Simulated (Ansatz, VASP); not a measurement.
## Cross-check of GaN (GaN (P6_3mc)) between VASP and Ansatz

Aim: how closely do two programs agree when they are given the same cell, functional and k mesh? Of the first pair: The cell is taken from a series of runs on this material, whose earlier steps may have relaxed, scaled, displaced or heated it; both programs get it as it stands.

Calculated with Ansatz 0.2.0; plane waves, with VASP 6.6.1 beside it; single point at r2SCAN.

**1. Set-up**

It takes space group P6_3mc (No. 186, hexagonal). The conventional cell has a = 3.183 Å, b = 3.183 Å, c = 5.184 Å, α = 90.00°, β = 90.00°, γ = 120.00°. Ga has 4 N at 1.95 Å nearest. N has 4 Ga at 1.95 Å nearest. Farther neighbours and most contacts between anions are not listed.

Coordinates:

```
Ga N
1.0
     3.18327    0.00000    0.00000
    -1.59164    2.75679    0.00000
     0.00000    0.00000    5.18383
Ga N
2 2
Direct
  0.66666 0.33332 0.49911
  0.33332 0.66666 0.99911
  0.66666 0.33332 0.87589
  0.33332 0.66666 0.37589
```

**2. VASP: single point, r2SCAN, pair 1**

A single point gives forces, pressure and levels at one fixed geometry, so differences don't come from the geometry; what else differs is listed under the comparison.

Lines of VASP's logs that name or quote its potential files are left out, and so is its time.

File INCAR:

```
SYSTEM = GaN
PREC = Accurate
ENCUT = 580
EDIFF = 1E-06
NELM = 120
ISMEAR = -1
SIGMA = 0.01
LREAL = .FALSE.
ALGO = Normal
METAGGA = R2SCAN
LASPH = .TRUE.
NBANDS = 24
LORBIT = 11
LWAVE = .FALSE.
LCHARG = .FALSE.
ISIF = 2
GGA_COMPAT = .FALSE.
EFERMI = MIDGAP
LMIXTAU = .TRUE.
KPAR = 8
```

File POSCAR:

```
GaN
1.0
    3.1832726057      0.0000000000      0.0000000000
   -1.5916363029      2.7567949437      0.0000000000
    0.0000000000      0.0000000000      5.1838317307
Ga N
2 2
Direct
    0.6666566667      0.3333233333      0.4991100000
    0.3333233333      0.6666566667      0.9991100000
    0.6666566667      0.3333233333      0.8758900000
    0.3333233333      0.6666566667      0.3758900000
```

File KPOINTS:

```
Automatic mesh
0
Gamma
10 10 6
0 0 0
```

PAW data sets: Ga_d and N (PBE family, release 64).

Launch:

```bash
mpirun -np 8 vasp_std
```

Numbers of over 12 decimals in the logs are rounded to 6 here.

What it wrote:

```text
[banner, memory and clock lines left out]
running    8 mpi-ranks, on    1 nodes
 distrk:  each k-point on    1 cores,    8 groups
 distr:  one band on    1 cores,    1 groups

 POSCAR found type information on POSCAR GaN
 POSCAR found :  2 types and       4 ions
|                                                                             |
|           W    W    AA    RRRRR   N    N  II  N    N   GGGG   !!!           |
|           W    W   A  A   R    R  NN   N  II  NN   N  G    G  !!!           |
|           W    W  A    A  R    R  N N  N  II  N N  N  G       !!!           |
|           W WW W  AAAAAA  RRRRR   N  N N  II  N  N N  G  GGG   !            |
|           WW  WW  A    A  R   R   N   NN  II  N   NN  G    G                |
|           W    W  A    A  R    R  N    N  II  N    N   GGGG   !!!           |
|                                                                             |
|     For optimal performance we recommend to set                             |
|       NCORE = 2 up to number-of-cores-per-socket                            |
|     NCORE specifies how many cores store one orbital (NPAR=cpu/NCORE).      |
|     This setting can greatly improve the performance of VASP for DFT.       |
|     The default, NCORE=1 might be grossly inefficient on modern             |
|     multi-core architectures or massively parallel machines. Do your        |
|     Unfortunately you need to use the default for GW and RPA                |
|     calculations (for HF NCORE is supported but not extensively tested      |
|     yet).                                                                   |
|                                                                             |

|                                                                             |
|               ----> ADVICE to this user running VASP <----                  |
|                                                                             |
|     You enforced a specific xc type in the INCAR file but a different       |
|     [... a line on the potential file left out ...]
|     I HOPE YOU KNOW WHAT YOU ARE DOING!                                     |
|                                                                             |

 LDA part: xc-table for (None), standard interpolation
 POSCAR, INCAR and KPOINTS ok, starting setup
 FFT: planning ... GRIDC
 FFT: planning ... GRID_SOFT
 FFT: planning ... GRID
 WAVECAR not read
 entering main loop
       N       E                     dE             d eps       ncg     rms          rms(c)
DAV:   1     0.267197199221E+03    0.26720E+03   -0.19760E+04  2896   0.307E+03
DAV:   2    -0.182398472018E+02   -0.28544E+03   -0.27292E+03  2968   0.558E+02
DAV:   3    -0.525959656518E+02   -0.34356E+02   -0.34079E+02  3224   0.154E+02
DAV:   4    -0.536456080446E+02   -0.10496E+01   -0.10482E+01  3360   0.304E+01
DAV:   5    -0.536665868823E+02   -0.20979E-01   -0.20971E-01  3272   0.378E+00    0.102E+01
DAV:   6    -0.449399253623E+02    0.87267E+01   -0.10168E+01  4584   0.545E+01    0.331E+00
DAV:   7    -0.432463815207E+02    0.16935E+01   -0.16565E+00  2864   0.107E+01    0.233E+00
DAV:   8    -0.461040030010E+02   -0.28576E+01   -0.17870E+00  3744   0.150E+01    0.219E+00
DAV:   9    -0.446813433279E+02    0.14227E+01   -0.65057E-01  3040   0.856E+00    0.604E-01
DAV:  10    -0.438062611809E+02    0.87508E+00   -0.25960E-01  3392   0.529E+00    0.170E-01
DAV:  11    -0.438196892387E+02   -0.13428E-01   -0.24525E-02  2952   0.148E+00    0.287E-01
DAV:  12    -0.438152729294E+02    0.44163E-02   -0.11149E-03  4424   0.451E-01    0.247E-01
DAV:  13    -0.438169237013E+02   -0.16508E-02   -0.42320E-03  4296   0.977E-01    0.191E-01
DAV:  14    -0.438197743175E+02   -0.28506E-02   -0.87178E-03  3912   0.140E+00    0.609E-01
DAV:  15    -0.438210650204E+02   -0.12907E-02   -0.30439E-03  3800   0.106E+00    0.324E-01
DAV:  16    -0.438218512731E+02   -0.78625E-03   -0.15965E-03  4280   0.508E-01    0.124E-01
DAV:  17    -0.438219545166E+02   -0.10324E-03   -0.35205E-04  4160   0.215E-01    0.155E-02
DAV:  18    -0.438219660849E+02   -0.11568E-04   -0.57875E-05  4152   0.890E-02    0.103E-02
DAV:  19    -0.438219721326E+02   -0.60476E-05   -0.91487E-06  3512   0.327E-02    0.140E-02
DAV:  20    -0.438219730120E+02   -0.87948E-06   -0.80581E-06  2768   0.457E-02
   1 F= -.43821973E+02 E0= -.43821973E+02  d E =0.000000E+00
```

OUTCAR, selected parts (step 2):

```text
ion  position               nearest neighbor table
   1  0.667  0.333  0.499-   4 1.95   4 1.95   4 1.95   3 1.95
   2  0.333  0.667  0.999-   3 1.95   3 1.95   3 1.95   4 1.95
   3  0.667  0.333  0.876-   2 1.95   2 1.95   2 1.95   1 1.95
   4  0.333  0.667  0.376-   1 1.95   1 1.95   1 1.95   2 1.95

  LATTYP: Found a hexagonal cell.
 ALAT       =     3.1832726057
 C/A-ratio  =     1.6284598816

 Subroutine GETGRP returns: Found 12 space group operations
 (whereof  1 operations were pure point group operations)

The static configuration has the point symmetry C_1 .
 The point group associated with its full space group is C_6v.

 Found     56 irreducible k-points:

   k-points           NKPTS =     56   k-points in BZ     NKDIM =     56   number of bands    NBANDS=     24

   dimension x,y,z NGX =    28 NGY =   28 NGZ =   42
   dimension x,y,z NGXF=    56 NGYF=   56 NGZF=   84

   ENCUT  =  580.0 eV  42.63 Ry    6.53 a.u.   6.25  6.25 10.18*2*pi/ulx,y,z

   NELECT =      36.0000    total number of electrons

 k-points in reciprocal lattice and weights: Automatic mesh
   0.00000000  0.00000000  0.00000000       0.002
   0.10000000  0.00000000  0.00000000       0.010
   0.20000000  0.00000000  0.00000000       0.010
   0.30000000  0.00000000  0.00000000       0.010
   0.40000000 -0.00000000  0.00000000       0.010
   0.50000000  0.00000000  0.00000000       0.005
   0.10000000  0.10000000  0.00000000       0.010
   0.20000000  0.10000000  0.00000000       0.020
   0.30000000  0.10000000  0.00000000       0.020
[...]
0.40000000  0.20000000  0.50000000       0.010
   0.30000000  0.30000000  0.50000000       0.010

 average (electrostatic) potential at core
       1 -68.2340       2 -68.2340       3 -64.8938       4 -64.8938

 E-fermi :   6.2720

 k-point     1 :       0.0000    0.0000    0.0000
  band No.  band energies     occupation
    ...
     14       4.0336      2.00000
     15       4.0336      2.00000
     16       5.0639      2.00000
     17       5.1008      2.00000
     18       5.1008      2.00000
     19       7.4432      0.00000
     20       9.9126      0.00000
     21      15.0596      0.00000
     22      15.6886      0.00000
     23      15.6886      0.00000
    ...

 k-point     2 :       0.1000    0.0000    0.0000
  band No.  band energies     occupation
    ...
     14       3.3124      2.00000
     15       3.8215      2.00000
     16       4.2784      2.00000
     17       4.9625      2.00000
     18       5.0089      2.00000
     19       8.1967      0.00000
     20      10.5242      0.00000
     21      14.6878      0.00000
     22      15.0796      0.00000
     23      15.9595      0.00000
    ...

 k-point     3 :       0.2000    0.0000    0.0000
  band No.  band energies     occupation
    ...
     14       1.7972      2.00000
     15       2.8856      2.00000
     16       3.3273      2.00000
     17       4.6358      2.00000
     18       4.7510      2.00000
     19       9.3657      0.00000
     20      11.4869      0.00000
     21      13.5323      0.00000
     22      14.5218      0.00000
     23      16.1012      0.00000
    ...

  Total        0.3190099      0.3190099      0.3456940     -0.0000000     -0.0000000      0.0000000
  in kB       11.2353240     11.2353240     12.1751209     -0.0000000     -0.0000000      0.0000000
  external PRESSURE =      11.5485896 kB  Pullay stress =       0.0000000 kB

  energy-cutoff  :      580.00
  volume of cell :       45.49
      direct lattice vectors                 reciprocal lattice vectors
     3.183272606  0.000000000  0.000000000     0.314142118  0.181370037  0.000000000
    -1.591636303  2.756794944  0.000000000     0.000000000  0.362740073  0.000000000
     0.000000000  0.000000000  5.183831731     0.000000000  0.000000000  0.192907496

 POSITION                                       TOTAL-FORCE (eV/Angst)
 -----------------------------------------------------------------------------------
      1.59162      0.91890      2.58730         0.000000     -0.000000     -0.000222
     -0.00002      1.83784      5.17922        -0.000000      0.000000     -0.000222
      1.59162      0.91890      4.54047         0.000000     -0.000000      0.000222
     -0.00002      1.83784      1.94855        -0.000000     -0.000000      0.000222
 -----------------------------------------------------------------------------------
    total drift:                                0.000001      0.000001     -0.021553

  FREE ENERGIE OF THE ION-ELECTRON SYSTEM (eV)
  ---------------------------------------------------
  free  energy   TOTEN  =       -43.8219730120 eV

  energy  without entropy=      -43.8219730120  energy(sigma->0) =      -43.82197301

 total charge
# of ion       s       p       d       tot
------------------------------------------
    1        0.755   0.882  10.194  11.831
    2        0.755   0.882  10.194  11.831
    3        1.229   2.550   0.000   3.780
    4        1.229   2.550   0.000   3.780
--------------------------------------------------
tot          3.969   6.864  20.388  31.221

[... 3 further parts left out ...]
```

The run ends at a pressure of 1.15 GPa, with forces up to 2.2e-4 eV/Å.

**3. Ansatz: single point, r2SCAN, pair 1**

Ansatz runs on its PAW soft_1 files.

The same cell, functional, mesh and smearing now go to Ansatz.

File input.yaml:

```yaml
crystal:
  lattice:
    - [3.1832726057, 0.0, 0.0]
    - [-1.5916363029, 2.7567949437, 0.0]
    - [0.0, 0.0, 5.1838317307]
  atoms:
    - { symbol: Ga, position: [0.6666666667, 0.3333333333, 0.4991062363] }
    - { symbol: Ga, position: [0.3333333333, 0.6666666667, 0.9991062363] }
    - { symbol: "N", position: [0.6666666667, 0.3333333333, 0.8758937637] }
    - { symbol: "N", position: [0.3333333333, 0.6666666667, 0.3758937637] }
basis:
  ecutwfc: 500
  xc_grid: 2
hamiltonian:
  xc: r2scan
  pseudopotentials: { kind: paw, azcp: { folder: soft_1 } }
kpoints:
  mp_grid: { grid: [10, 10, 6] }
scf:
  occupations: { method: fermi_dirac, width: 0.01 }
  max_iter: 100
  lower_state_search: "off"
checkpoint:
  write: "../dense.run"
  compress: false
  write_wavefunctions: false
  write_every: 100000
```

Launch:

```bash
ansatz run input.yaml --threads 32 --pin off --max-ram 84787MiB --backend cuda --events-out ev --progress --plain --runs-dir out --max-vram 78GiB
```

What it wrote:

```text
Engine: ansatz 0.2.0, aarch64-unknown-linux-gnu
Pseudopotentials: kind: paw
Pseudopotential: Ga, paw, valence charge 13, recommended cutoff 500 eV (meta_gga), soft_1/Ga.paw.azcp
Pseudopotential: N, paw, valence charge 5, recommended cutoff 500 eV (meta_gga), soft_1/N.paw.azcp
Functional definition: r2SCAN
  parameter k0 = 0.174
  parameter k1 = 0.065
  parameter a1 = 4.9479
  exchange = r2scan_x(k0 = k0, k1 = k1, a1 = a1)
  correlation = r2scan_c
device memory: the entry about to start is reckoned to put 2.1 GiB on a device that reports 164.8 GiB free (of which the cap on the GPU budget leaves the run 78.0 GiB)
GPU FFT provider: cuFFT
GPU libraries: cuBLAS 13.8.1, cuFFT 12.4.0, cuSOLVER 12.3.2
GPU matrix products: emulated (plane waves: as basis.precision tells), large ones in fixed point in workspaces of 1.00 GiB
Crystal: 4 atoms, lattice volume = 45.491 Å³
Basis set: ecut = 500 eV, 1129 PW (Γ), exchange–correlation on 48×48×80 points (8 copies of the dense FFT grid, shifted against one another)
Bands: 22, of which v1, the nominal top of the filled ones, is band 18 counted from 1 (17 counted from 0)
Symmetry: 12 space group operations
Space group: P63mc (ITA 186), of the structure as read, at distance tolerance 3.6e-5 Å
k-points: 56 of 600 (time reversal used)
Non-local potential: Ga, projectors of the file, l = 0: 2, l = 1: 2, l = 2: 3, l = 3: 1
Non-local potential: N, projectors of the file, l = 0: 2, l = 1: 2, l = 2: 1
PAW form: soft (Blöchl's): semilocal exchange-correlation on the pseudo side does not see the compensation charge
PAW frozen core: Ga, regenerated for the run's functional (the file was generated under x = pbe(κ = 0.804, μ = 0.219515), c = pbe(β = 0.066725))
PAW frozen core: N, regenerated for the run's functional (the file was generated under x = pbe(κ = 0.804, μ = 0.219515), c = pbe(β = 0.066725))
PAW one-centre angular grid: Ga, 590 points (default); XC on 160 Gauss nodes
PAW one-centre angular grid: N, 302 points (default); XC on 160 Gauss nodes
Initial density: superposition of atomic densities (chi_scale 0.1, normalization cell, long waves kept (reshape's long-wave potential 0.00 eV rms))
Initial wavefunctions: pseudopotential atomic-orbital guess
GPU buffer pool allocated for 23040 grid points (all kernels)
GPU transforms: local potential and band sums: pruned to the plane-wave sphere, on 24×24×40
Functional: x = r2scan, c = r2scan; τ floored in thin density (d = 2e-4 eV/Å³)
SCF iter   1: F=-8351.002026 eV  HF=-8353.742503 eV  |Δ(HF+E_count)|=         —  Δρ=1.16e-1  dr2=4.96e0  dr2_τ=5.78e-1  Hψ=5135
preconditioner: auto → Resta (q_TF=auto, 2.624 Å⁻¹)  ε∞=4.4  [insulator: Δε(μ)=2.908 eV  Ē_g=17.885 eV  σ=0.010 eV  W_gap=1.00  n_scr=22 (ndim 8)  ℏωp=33.0 eV  f_vac=0.000  D(μ)=0.00/eV (n_scr^D=0)  ε∞_Penn≈4.4]
SCF iter   2: F=-8352.709422 eV  HF=-8352.705955 eV  |Δ(HF+E_count)|=    1.04e0  Δρ=5.19e-2  dr2=6.84e-1  dr2_τ=7.36e-2  Hψ=3146
SCF iter   3: F=-8352.767593 eV  HF=-8352.784023 eV  |Δ(HF+E_count)|=   7.81e-2  Δρ=1.80e-2  dr2=1.13e-1  dr2_τ=7.71e-3  Hψ=1680
SCF iter   4: F=-8352.779589 eV  HF=-8352.778685 eV  |Δ(HF+E_count)|=   5.34e-3  Δρ=3.51e-3  dr2=3.90e-3  dr2_τ=2.30e-4  Hψ=2539
SCF iter   5: F=-8352.778415 eV  HF=-8352.781894 eV  |Δ(HF+E_count)|=   3.21e-3  Δρ=2.19e-3  dr2=1.38e-3  dr2_τ=4.98e-5  Hψ=2699
SCF iter   6: F=-8352.780489 eV  HF=-8352.780507 eV  |Δ(HF+E_count)|=   1.39e-3  Δρ=4.06e-4  dr2=8.67e-5  dr2_τ=3.59e-6  Hψ=2678
SCF iter   7: F=-8352.780586 eV  HF=-8352.780591 eV  |Δ(HF+E_count)|=   8.42e-5  Δρ=1.45e-4  dr2=1.07e-5  dr2_τ=5.16e-7  Hψ=2281
SCF iter   8: F=-8352.780591 eV  HF=-8352.780591 eV  |Δ(HF+E_count)|=   4.21e-7  Δρ=2.38e-5  dr2=2.57e-7  dr2_τ=3.80e-9  Hψ=1899
SCF iter   9: F=-8352.780591 eV  HF=-8352.780591 eV  |Δ(HF+E_count)|=   5.95e-8  Δρ=5.59e-6  dr2=1.19e-8  dr2_τ=2.03e-10  Hψ=2530
SCF 1 converged in 9 iterations: F = -8352.780591 eV  dr2 = 1.19e-8
  greatest PAW one-centre occupation: 0.994 electrons in one spin orbital (limit 2), on the Ga atom at site 1 (counted from 0), in its partial waves of l = 2
SCF converged after 9 iterations
Free energy (F): -8352.780591 eV
Harris-Foulkes:  -8352.780591 eV  (|F-HF|=1.31e-10)
Internal energy: -8352.780591 eV  (E = F + TS)
E sigma→0 (E₀):  -8352.780591 eV
Fermi energy:    10.649773 eV
--- Per-component energies (eV) ---
  E_band       = -29.933237
  E_kinetic    = 481.168149
  E_local      = -2831.923545  (includes V_loc(G=0)·N_el)
  E_nonlocal   = -105.946676
  E_hartree    = 1798.201924
  E_xc         = -231.725175
  E_vxc        = -280.053527  (∫ρ·V_xc dr)
  E_paw        = -4283.182436  (= ΣΔE_a)
  E_vpaw       = -904.840953  (= ΣTr[D̂ρ^β])
  E_aug_tail   = 0.000047  (compensation charges beyond the density's cutoff)
  E_vtau       = 15.256394  (kinetic-family band-sum trace: ∫τ·v_τ [+ j·A + Jᵃ·Aᵃ] dr)
  E_ewald      = -3178.007619
  E_core_change = -1.365260  (= ΣΔE_core)
  E_smearing   = -0.000000  (= −TS)
  E_closure    = -0.000000  (closes the sum)
  Σ components = -8352.780591   (vs F -8352.780591, Δ=0.00e0)
```

Reading the cycles: dr2 is the Hartree energy of the density residual (eV), the measure of convergence; HF is the Harris–Foulkes estimate of the energy, which meets the free energy F at convergence.

**4. Comparison**

Known differences besides the potentials themselves: VASP keeps PBE cores, Ansatz makes them for the functional; the cutoff is 500 eV in Ansatz and 580 eV in VASP. Total energies have different zeros and are not compared.

Both answers:

| quantity | Ansatz | VASP | difference |
| --- | --- | --- | --- |
| gap on the k mesh (eV) | 2.351 | 2.342 | +0.009 |

A gap on the mesh is an upper bound, since the band edges may lie between its points.

(Part 1 of 3 ends here.)

[Lines on the potential files, build, host, timing and source positions are cut from VASP's logs without a mark.]

[Logs are printed without paths, hosts, clocks, repeated set-up lines and the standing remarks that a program may print on its own settings, such as how far it seeks lower states.]

[Hosts, paths, dates, database ids (printed as entryN), source tags and the programs' standing remarks are cut or masked in the printed files.]
